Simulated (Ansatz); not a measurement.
# GaSb (I-4m2) in Ansatz: convergence with wavefunction cutoff

Aim: find how far wavefunction cutoff must go before the results for GaSb settle, at PBEsol. This setting moves, with any that are tied to it; all else stays.

Everything below comes from runs of Ansatz 0.2.0. Logs are shortened: lines on timing, memory, paths and dates and some standing lists are left out, and cuts for length are marked.

**1. The structure**

The structure is tetragonal, space group I-4m2 (No. 119). The conventional cell has a = 5.507 Å, b = 5.507 Å, c = 3.181 Å, α = 90.00°, β = 90.00°, γ = 90.00°. Sb (site symmetry -4m2) has 4 Ga at 2.87 Å and 2 Sb at 3.18 Å as nearest neighbours. Around Ga (site symmetry -4m2) lie 4 Sb at 2.87 Å and 2 Ga at 3.18 Å.

Measurements of this composition are mostly on another form, of space group No. 216.

**2. With wavefunction cutoff 200 eV**

File input.yaml:

```yaml
crystal:
  lattice:
    - [-2.753434, 2.753434, 1.590707]
    - [2.753434, -2.753434, 1.590707]
    - [2.753434, 2.753434, -1.590707]
  atoms:
    - { symbol: Sb, position: [0.0, 0.0, 0.0] }
    - { symbol: Ga, position: [0.75, 0.25, 0.5] }
hamiltonian:
  xc: pbesol
  pseudopotentials: { kind: paw_fr }
magnetization:
  noncollinear: true
  spin_orbit: true
kpoints:
  mp_grid: { grid: [8, 8, 8] }
scf:
  occupations: { method: cold, width: 0.1 }
output:
  forces: true
  stress: true
  eigenvalues: true
basis:
  ecutwfc: "200 eV"
```

Potentials or basis: Ansatz PAW.

Command:

```sh
> ansatz run input.yaml --threads 2 --pin off --max-ram 5632MiB --backend cpu --events-out ev --progress --plain --runs-dir out
```

It took 4.8 s on 2 threads of Intel Xeon Platinum 8259CL at 2.50GHz (Skylake/Cascade Lake), shared host; peak memory 0.51 GiB.

Results:

| Quantity | Value |
| --- | --- |
| Free energy | -10135.3781 eV |
| Pressure | -4.8 GPa |
| Band gap on the k mesh | none (metal or under the smearing width) |

**3. With wavefunction cutoff 250 eV**

input.yaml: that of step 2 with these lines changed.

```diff
@@ -23,2 +23,2 @@
 basis:
-  ecutwfc: "200 eV"
+  ecutwfc: "250 eV"
```

Potentials or basis: Ansatz PAW.

Command:

```sh
> ansatz run input.yaml --threads 2 --pin off --max-ram 5632MiB --backend cpu --events-out ev --progress --plain --runs-dir out
```

Wall time 6.1 s (2 threads of Intel Xeon Platinum 8259CL at 2.50GHz (Skylake/Cascade Lake), shared host); peak memory 0.52 GiB.

Results:

* Free energy: -10151.3347 eV
* Pressure: -2.3 GPa
* Band gap on the k mesh: none (metal or under the smearing width)

**4. With wavefunction cutoff 300 eV**

input.yaml: that of step 3 with these lines changed.

```diff
@@ -23,2 +23,2 @@
 basis:
-  ecutwfc: "250 eV"
+  ecutwfc: "300 eV"
```

Command:

```sh
> ansatz run input.yaml --threads 2 --pin off --max-ram 5632MiB --backend cpu --events-out ev --progress --plain --runs-dir out
```

Wall time 7.6 s (2 threads of Intel Xeon Platinum 8259CL at 2.50GHz (Skylake/Cascade Lake), shared host); peak memory 0.56 GiB.

Results:

```yaml
Free_energy: -10153.4862 eV
Pressure: -2.7 GPa
Band_gap_on_the_k_mesh: none (metal or under the smearing width)
```

**5. With wavefunction cutoff 350 eV**

input.yaml: that of step 4 with these lines changed.

```diff
@@ -23,2 +23,2 @@
 basis:
-  ecutwfc: "300 eV"
+  ecutwfc: "350 eV"
```

Command:

```sh
> ansatz run input.yaml --threads 2 --pin off --max-ram 5632MiB --backend cpu --events-out ev --progress --plain --runs-dir out
```

Wall time 8.9 s (2 threads of Intel Xeon Platinum 8259CL at 2.50GHz (Skylake/Cascade Lake), shared host); peak memory 0.6 GiB.

What came out:

```yaml
Free_energy: -10153.6773 eV
Pressure: -2.8 GPa
Band_gap_on_the_k_mesh: none (metal or under the smearing width)
```

**6. With wavefunction cutoff 400 eV**

input.yaml: that of step 5 with these lines changed.

```diff
@@ -23,2 +23,2 @@
 basis:
-  ecutwfc: "350 eV"
+  ecutwfc: "400 eV"
```

Potentials or basis: Ansatz PAW.

Command:

```sh
> ansatz run input.yaml --threads 2 --pin off --max-ram 5632MiB --backend cpu --events-out ev --progress --plain --runs-dir out
```

Run time: 11 s. Hardware: 2 threads of Intel Xeon Platinum 8259CL at 2.50GHz (Skylake/Cascade Lake), shared host; peak memory 0.64 GiB.

The run converged. Its results:

```
Free energy            : -10153.6850 eV
Pressure               : -2.8 GPa
Band gap on the k mesh : none (metal or under the smearing width)
```

**7. With wavefunction cutoff 450 eV**

input.yaml: that of step 6 with these lines changed.

```diff
@@ -23,2 +23,2 @@
 basis:
-  ecutwfc: "400 eV"
+  ecutwfc: "450 eV"
```

Command:

```sh
> ansatz run input.yaml --threads 2 --pin off --max-ram 5632MiB --backend cpu --events-out ev --progress --plain --runs-dir out
```

Run time: 12 s. Hardware: 2 threads of Intel Xeon Platinum 8259CL at 2.50GHz (Skylake/Cascade Lake), shared host; peak memory 0.67 GiB.

It converged, with:

| Item | Value |
| --- | --- |
| Free energy | -10153.6870 eV |
| Pressure | -2.8 GPa |
| Band gap on the k mesh | none (metal or under the smearing width) |

**8. With wavefunction cutoff 500 eV**

input.yaml: that of step 7 with these lines changed.

```diff
@@ -23,2 +23,2 @@
 basis:
-  ecutwfc: "450 eV"
+  ecutwfc: "500 eV"
```

Command:

```sh
> ansatz run input.yaml --threads 2 --pin off --max-ram 5632MiB --backend cpu --events-out ev --progress --plain --runs-dir out
```

Wall time 14 s (2 threads of Intel Xeon Platinum 8259CL at 2.50GHz (Skylake/Cascade Lake), shared host); peak memory 0.71 GiB.

It converged, with:

```
Free energy            : -10153.6882 eV
Pressure               : -2.8 GPa
Band gap on the k mesh : none (metal or under the smearing width)
```

**9. With wavefunction cutoff 600 eV**

input.yaml: that of step 8 with these lines changed.

```diff
@@ -23,2 +23,2 @@
 basis:
-  ecutwfc: "500 eV"
+  ecutwfc: "600 eV"
```

Potentials or basis: Ansatz PAW.

Command:

```sh
> ansatz run input.yaml --threads 2 --pin off --max-ram 5632MiB --backend cpu --events-out ev --progress --plain --runs-dir out
```

It took 17 s on 2 threads of Intel Xeon Platinum 8259CL at 2.50GHz (Skylake/Cascade Lake), shared host; peak memory 0.79 GiB.

The run converged. Its results:

```yaml
Free_energy: -10153.6885 eV
Pressure: -2.8 GPa
Band_gap_on_the_k_mesh: none (metal or under the smearing width)
```

**10. With wavefunction cutoff 800 eV**

input.yaml: that of step 9 with these lines changed.

```diff
@@ -23,2 +23,2 @@
 basis:
-  ecutwfc: "600 eV"
+  ecutwfc: "800 eV"
```

Potentials or basis: Ansatz PAW.

Command:

```sh
> ansatz run input.yaml --threads 2 --pin off --max-ram 5632MiB --backend cpu --events-out ev --progress --plain --runs-dir out
```

The program printed:

```text
Warning: RAYON_NUM_THREADS=2 ignored (pool sized by the plan → 2); use --threads N
Engine: ansatz 0.2.0, x86_64-unknown-linux-gnu
Pseudopotentials: kind: paw_fr
Pseudopotential: Sb, paw_fr, valence charge 15, recommended cutoff 420 eV (normal), Sb.paw.azcp#standard-fr
Pseudopotential: Ga, paw_fr, valence charge 13, recommended cutoff 420 eV (normal), Ga.paw.azcp#standard-fr
Functional definition: PBEsol
  exchange = pbesol_x
  correlation = pbesol_c
non-collinear run that drives no moment, with spin-orbit: no starting moment large enough to seed its density (crystal.atoms[].spin), no starting occupations that ask for one, no magnetisation constraint and no magnetic field, so the semilocal B_xc is pinned to zero
Crystal: 2 atoms, lattice volume = 48.239 Å³
Basis set: ecut = 800 eV, 2519 PW (Γ), exchange–correlation on 80×80×80 points (8 copies of the dense FFT grid, shifted against one another)
Bands: 36, of which v1, the nominal top of the filled ones, is band 28 counted from 1 (27 counted from 0)
Symmetry: 8 space group operations + 8 with time reversal
Magnetic group: BNS 119.316 (UNI 976), of the structure as read, at distance tolerance 3.6e-5 Å
k-points: 59 of 512 (time reversal used)
Projection manifold: j_resolved (fully-relativistic pseudo-atomic orbitals)
Non-local potential: Sb, projectors of the file, l = 0: 2, l = 1: 4, l = 2: 4, l = 3: 4
Non-local potential: Ga, projectors of the file, l = 0: 2, l = 1: 4, l = 2: 6, l = 3: 2
PAW form: soft (Blöchl's): semilocal exchange-correlation on the pseudo side does not see the compensation charge
PAW frozen core: Sb, regenerated for the run's functional, and the local potential with it (the file was generated under x = pbe(κ = 0.804, μ = 0.2195149727645171), c = pbe(β = 0.06672455060314922))
PAW frozen core: Ga, regenerated for the run's functional, and the local potential with it (the file was generated under x = pbe(κ = 0.804, μ = 0.2195149727645171), c = pbe(β = 0.06672455060314922))
PAW one-centre angular grid: Sb, 590 points (default); XC on 64 Gauss nodes
PAW one-centre angular grid: Ga, 590 points (default); XC on 64 Gauss nodes
Initial density: superposition of atomic densities (chi_scale 0.1, normalization cell, long waves kept (reshape's long-wave potential 0.00 eV rms))
Initial wavefunctions: pseudopotential atomic-orbital guess
Functional: x = pbesol(κ = 0.804, μ = 0.12345679012345678), c = pbesol(β = 0.046)
SCF iter   1: F=—  HF=-10153.763653 eV  |F-HF|=—  |Δ(HF+E_count)|=         —  Δρ=2.15e-2  dr2=2.30e-1  dr2_m=0.00e0 (ungated)  ethr=3.10e-3  |M|=0.00e0 ∫|m|=0.00e0 μB  |m|>n=0.0e0 m-floor=0.0e0 τ_xc=0.0e0  β_m=0.30  ⟨swp⟩=9.5  Hψ=12739  notcnv=0  defer=5
preconditioner: auto → Kerker (q_TF=auto, 2.492 Å⁻¹)  [metal: Δε(μ)=0.020 eV  Ē_g=14.474 eV  σ=0.100 eV  W_gap=0.13  n_scr=16 (ndim 8)  ℏωp=22.7 eV  f_vac=0.000  D(μ)=0.84/eV (n_scr^D=4)]
spin=Noncollinear: Kerker preconditioning applied to the charge; magnetization (m_x, m_y, m_z) channels mix plain (no charge-response kernel on spin).
SCF iter   2: F=—  HF=-10153.727713 eV  |F-HF|=—  |Δ(HF+E_count)|=   3.59e-2  S|Δr|=    0.00e0  Δρ=1.62e-2  dr2=1.32e-1  dr2_m=0.00e0 (ungated)  ethr=8.22e-4  |M|=0.00e0 ∫|m|=0.00e0 μB  |m|>n=0.0e0 m-floor=0.0e0 τ_xc=0.0e0  β_m=0.65  ⟨swp⟩=1.9  Hψ=2758  notcnv=0  defer=112
SCF iter   3: F=—  HF=-10153.689605 eV  |F-HF|=—  |Δ(HF+E_count)|=   3.81e-2  S|Δr|=    0.00e0  Δρ=2.39e-3  dr2=1.90e-3  dr2_m=0.00e0 (ungated)  ethr=4.71e-4  |M|=0.00e0 ∫|m|=0.00e0 μB  |m|>n=0.0e0 m-floor=0.0e0 τ_xc=0.0e0  β_m=0.73  ⟨swp⟩=2.7  Hψ=4145  notcnv=0  defer=112
SCF iter   4: F=—  HF=-10153.689193 eV  |F-HF|=—  |Δ(HF+E_count)|=   4.12e-4  S|Δr|=    0.00e0  Δρ=1.32e-3  dr2=5.13e-4  dr2_m=0.00e0 (ungated)  ethr=6.79e-6  |M|=0.00e0 ∫|m|=0.00e0 μB  |m|>n=0.0e0 m-floor=0.0e0 τ_xc=0.0e0  β_m=0.62  ⟨swp⟩=2.7  Hψ=4152  notcnv=0  defer=115
SCF iter   5: F=—  HF=-10153.688704 eV  |F-HF|=—  |Δ(HF+E_count)|=   4.89e-4  S|Δr|=    0.00e0  Δρ=3.72e-4  dr2=4.73e-5  dr2_m=0.00e0 (ungated)  ethr=1.83e-6  |M|=0.00e0 ∫|m|=0.00e0 μB  |m|>n=0.0e0 m-floor=0.0e0 τ_xc=0.0e0  β_m=0.81  ⟨swp⟩=2.7  Hψ=3550  notcnv=0  defer=115
SCF iter   6: F=—  HF=-10153.688713 eV  |F-HF|=—  |Δ(HF+E_count)|=   8.68e-6  S|Δr|=    0.00e0  Δρ=1.19e-4  dr2=9.05e-6  dr2_m=0.00e0 (ungated)  ethr=1.69e-7  |M|=0.00e0 ∫|m|=0.00e0 μB  |m|>n=0.0e0 m-floor=0.0e0 τ_xc=0.0e0  β_m=0.81  ⟨swp⟩=2.0  Hψ=3675  notcnv=0  defer=153
SCF iter   7: F=—  HF=-10153.688709 eV  |F-HF|=—  |Δ(HF+E_count)|=   3.16e-6  S|Δr|=    0.00e0  Δρ=3.45e-5  dr2=7.40e-7  dr2_m=0.00e0 (ungated)  ethr=3.23e-8  |M|=0.00e0 ∫|m|=0.00e0 μB  |m|>n=0.0e0 m-floor=0.0e0 τ_xc=0.0e0  β_m=0.91  ⟨swp⟩=2.0  Hψ=3598  notcnv=0  defer=153
SCF iter   8: F=-10153.688709 eV  HF=-10153.688709 eV  |F-HF|=8.64e-9  |Δ(HF+E_count)|=   7.08e-8  S|Δr|=    0.00e0  Δρ=5.48e-6  dr2=2.23e-8  dr2_m=0.00e0 (ungated)  ethr=3.57e-10  |M|=0.00e0 ∫|m|=0.00e0 μB  |m|>n=0.0e0 m-floor=0.0e0 τ_xc=0.0e0  ⟨swp⟩=12.1  Hψ=11514  notcnv=0
SCF 1 converged in 8 iterations: F = -10153.688709 eV  dr2 = 2.23e-8
SCF converged after 8 iterations
Stability not checked: this state was not tested for a lower state beside it, because cold or Methfessel-Paxton smearing, or corrected tetrahedra, fill the levels in a way that the test cannot read (fill_not_monotonic; see scf.lower_state_search)
Magnetization: |M| = 0.0000 μB,  M = (+0.0000, +0.0000, +0.0000) μB
Absolute magnetization: 0.0000 μB (∫|m|)
  site 0: m = (+0.0000, +0.0000, +0.0000) μB, |m| = 0.0000 μB  (R = 1.18 Å)
  site 1: m = (+0.0000, +0.0000, +0.0000) μB, |m| = 0.0000 μB  (R = 1.18 Å)
Free energy (F): -10153.688709 eV
Harris-Foulkes:  -10153.688709 eV  (|F-HF|=8.64e-9)
Internal energy: -10153.689434 eV  (E = F + TS)
E sigma→0 (E₀):  -10153.688951 eV
Entropy (-TS):   0.000724 eV (0.362 meV/atom)
Fermi energy:    9.754713 eV
Step filling:    the computed levels leave a gap of 0.0269 eV = 0.3 smearing widths at the electron count; against every level under it full and every level over it empty, smearing changes F+E_penalty+E_count by +0.475 meV and its σ→0 estimate by +0.233 meV
--- Per-component energies (eV) ---
  E_band       = -201.261488
  E_kinetic    = 321.838883
  E_local      = -3367.806353  (includes V_loc(G=0)·N_el)
  E_nonlocal   = 788.903903
  E_hartree    = 1556.185889
  E_xc         = -206.102241
  E_vxc        = -154.571485  (∫ρ·V_xc dr)
  E_paw        = -6449.803176  (= ΣΔE_a)
  E_vpaw       = -901.991152  (= ΣTr[D̂ρ^β])
  E_aug_tail   = -0.000001  (compensation charges beyond the density's cutoff)
  E_ewald      = -2798.107537
  E_core_change = 1.201199  (= ΣΔE_core)
  E_smearing   = 0.000724  (= −TS)
  E_closure    = 0.000000  (closes the sum)
  Σ components = -10153.688709   (vs F -10153.688709, Δ=0.00e0)
--- Forces (eV/Å), atoms counted from 1 ---
  atom   1  Sb     0.00000000     0.00000000     0.00000000
  atom   2  Ga     0.00000000     0.00000000     0.00000000
  max |Σ_I F_I| component: 5.55e-17 eV/Å
--- Stress (GPa, compression-positive) ---
       -3.092767       0.000000       0.000000
        0.000000      -3.092767       0.000000
        0.000000       0.000000      -2.126913
  P = ⅓ Tr σ = -2.7708 GPa (-27.708 kbar)
--- Band table (eV; the first three rows and the last of 59) ---
  k-point 0: bands = ["-19.7788", "-19.7788", "-19.7353", "-19.7353", "-18.5541", "-18.5541", "-18.4946", "-18.4946", "-18.4915", "-18.4915", "-5.3614", "-5.3614", "-5.3285", "-5.3285", "-4.9117", "-4.9117", "-4.8737", "-4.8737", "-4.8541", "-4.8541", "-2.1475", "-2.1475", "6.8401", "6.8401", "7.7285", "7.7285", "8.1107", "8.1107", "13.2031", "13.2031", "14.7244", "14.7244", "16.7007", "16.7007", "17.0753", "17.0753"]
  k-point 1: bands = ["-19.7788", "-19.7787", "-19.7350", "-19.7350", "-18.5541", "-18.5539", "-18.4946", "-18.4945", "-18.4910", "-18.4910", "-5.3615", "-5.3594", "-5.3296", "-5.3284", "-4.9120", "-4.9093", "-4.8752", "-4.8743", "-4.8538", "-4.8532", "-2.0109", "-2.0104", "5.5113", "5.5115", "8.0506", "8.0677", "8.9732", "8.9750", "13.9058", "13.9168", "14.3532", "14.6156", "15.6443", "16.0731", "16.2173", "16.2905"]
  k-point 2: bands = ["-19.7786", "-19.7784", "-19.7344", "-19.7344", "-18.5539", "-18.5537", "-18.4945", "-18.4945", "-18.4897", "-18.4897", "-5.3597", "-5.3570", "-5.3312", "-5.3292", "-4.9102", "-4.9064", "-4.8782", "-4.8763", "-4.8519", "-4.8518", "-1.6145", "-1.6138", "3.8199", "3.8201", "8.5239", "8.5580", "9.9930", "9.9968", "13.3946", "13.7509", "14.4621", "14.6950", "14.9489", "15.1061", "16.0254", "16.0261"]
  k-point 58: bands = ["-19.7774", "-19.7774", "-19.7325", "-19.7325", "-18.5528", "-18.5528", "-18.4954", "-18.4954", "-18.4840", "-18.4840", "-5.3551", "-5.3551", "-5.3531", "-5.3531", "-4.9071", "-4.9071", "-4.9047", "-4.9047", "-4.8418", "-4.8418", "0.4946", "0.4946", "3.8667", "3.8667", "4.7205", "4.7205", "4.9141", "4.9141", "13.1847", "13.1847", "14.7215", "14.7215", "19.9301", "19.9301", "20.3003", "20.3003"]
```

Run time: 30 s. Hardware: 2 threads of Intel Xeon Platinum 8259CL at 2.50GHz (Skylake/Cascade Lake), shared host; peak memory 0.97 GiB.

What came out:

| Property | Result |
| --- | --- |
| Free energy | -10153.6887 eV |
| Pressure | -2.8 GPa |
| Band gap on the k mesh | none (metal or under the smearing width) |

**11. The series at a glance**

| wavefunction cutoff | energy less the tightest run, at zero smearing (meV/atom) | pressure (GPa) | SCF cycles | CPU time (s) | peak memory (GiB) |
| --- | --- | --- | --- | --- | --- |
| 200 eV | 9155.44 | -4.84 | 8 | 9.3 | 0.51 |
| 250 eV | 1177.04 | -2.26 | 8 | 12 | 0.52 |
| 300 eV | 101.24 | -2.65 | 8 | 15 | 0.56 |
| 350 eV | 5.71 | -2.76 | 8 | 17 | 0.6 |
| 400 eV | 1.83 | -2.77 | 8 | 21 | 0.64 |
| 450 eV | 0.85 | -2.77 | 8 | 25 | 0.67 |
| 500 eV | 0.27 | -2.77 | 8 | 27 | 0.71 |
| 600 eV | 0.13 | -2.77 | 8 | 34 | 0.79 |
| 800 eV | 0.00 | -2.77 | 8 | 59 | 0.97 |

Against the tightest run, the energy stays within 1 meV/atom from 450 eV on; the pressure stays within 0.1 GPa from 350 eV on. The tightest run that finished is the yardstick and may itself not be fully converged.

Caveats: the PAW data sets come from PBE, with cores solved anew for the run's functional, which leaves a small shift of forces and pressure.
